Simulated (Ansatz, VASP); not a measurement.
# GaO in VASP and in Ansatz

Contents of INCAR:

```
SYSTEM = GaO
ALGO = Normal
EDIFF = 1E-6
ENCUT = 520
GGA = PE
ISIF = 2
ISMEAR = 0
LASPH = .TRUE.
LCHARG = .FALSE.
LREAL = .FALSE.
LWAVE = .FALSE.
NBANDS = 16
NELM = 60
PREC = Accurate
SIGMA = 0.1
```

KPOINTS

```
k-points
0
G
  6 6 6
  0 0 0
```

File POSCAR:

```
GaO
1.0
    0.0000000000      2.3658612800      2.3658612800
    2.3658612800      0.0000000000      2.3658612800
    2.3658612800      2.3658612800      0.0000000000
Ga O
1 1
Direct
    0.0000000000      0.0000000000      0.0000000000
    0.7500000000      0.7500000000      0.7500000000
```

Input for Ansatz:

```yaml
crystal:
  lattice:
    - [0.0, 2.36586128, 2.36586128]
    - [2.36586128, 0.0, 2.36586128]
    - [2.36586128, 2.36586128, 0.0]
  atoms:
    - { symbol: Ga, position: [0.0, 0.0, 0.0] }
    - { symbol: O, position: [0.75, 0.75, 0.75] }
basis:
  ecutwfc: 420
kpoints:
  mp_grid: { grid: [6, 6, 6] }
hamiltonian:
  xc: pbe
scf:
  occupations: { method: gaussian, width: 0.1 }
  lower_state_search: "off"
output:
  forces: true
  stress: true
  eigenvalues: true
```

Change from the starting cell: species swapped into the CuCl type (F-43m, No. 216).

Alike in both runs: task single point; functional PBE; k mesh 6 × 6 × 6; occupations gaussian, width 0.1 eV; no spin polarisation.

```csv
,VASP,Ansatz
version,VASP 6.6.1,Ansatz 0.2.0
potentials or method,"VASP PAW PBE potentials, release 64 (Ga_d, O)","scalar-relativistic, plane waves, PAW"
plane-wave cutoff (eV),520,420
valence electrons in the cell,19,19
```

Ansatz gave:

| Quantity | Value |
| --- | --- |
| gap on the k mesh at the Fermi level (eV) | none |
| pressure (GPa) | 8.4 |

Task: What did VASP give for the same quantities?

Result: gap on the k mesh at the Fermi level (eV): none; pressure (GPa): 9.0.

A gap of «none» marks a metal or a gap that the smearing closes.

Caveats: the k mesh is coarse (spacing up to 0.38 Å⁻¹), so the values aren't converged; an odd number of electrons without spin polarisation forces a metal; a magnetic or distorted state may lie lower.
